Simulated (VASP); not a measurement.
Wanted: the native input for a VASP 6.6.1 run.

| Property | Result |
| --- | --- |
| Task | single point |
| Functional | PBE |
| Potentials or basis | VASP PAW PBE potentials, release 64 (Ag) |
| Cutoff | 520 eV |
| k mesh | 11 × 11 × 11 |
| Occupations | gaussian, width 0.013 eV |
| Spin | no spin polarisation |
| Further INCAR settings | ALGO = Normal; EDIFF = 1e-06 |

The structure of Ag lies in POSCAR:

```
Ag
1.0
    0.0000000000      2.0427500000      2.0427500000
    2.0427500000      0.0000000000      2.0427500000
    2.0427500000      2.0427500000      0.0000000000
Ag
1
Direct
    0.0000000000      0.0000000000      0.0000000000
```

These files were run (other wordings do the same):

INCAR

```
ALGO     = Normal         # electronic algorithm
EDIFF    = 1E-6           # SCF threshold, eV
ENCUT    = 520            # plane-wave cutoff, eV
GGA      = PE             # functional
ISIF     = 2              # what is computed and relaxed
ISMEAR   = 0              # smearing method
LASPH    = True           # aspherical terms in the spheres
LCHARG   = False          # write CHGCAR
LREAL    = False          # projectors in reciprocal space
LWAVE    = False          # write WAVECAR
NELM     = 80             # most SCF steps
PREC     = Accurate       # precision mode
SIGMA    = 0.013000000000000001 # smearing width, eV
```

KPOINTS

```
k-points
0
Gamma
  11 11 11
```

Potentials or basis: VASP PAW PBE potentials, release 64 (Ag).

The run is started by

```bash
$ cat potpaw_PBE.64/Ag/POTCAR > POTCAR
$ mpirun -np 1 vasp_std > vasp.out
```

It gave:

The pressure is 4.1 GPa. The band gap on the k mesh is none (metal or under the smearing width).

It took 5.3 s on 1 thread of AMD EPYC 9R45 96-Core Processor (Zen 5), with other jobs on the host, peak memory 0.11 GiB.
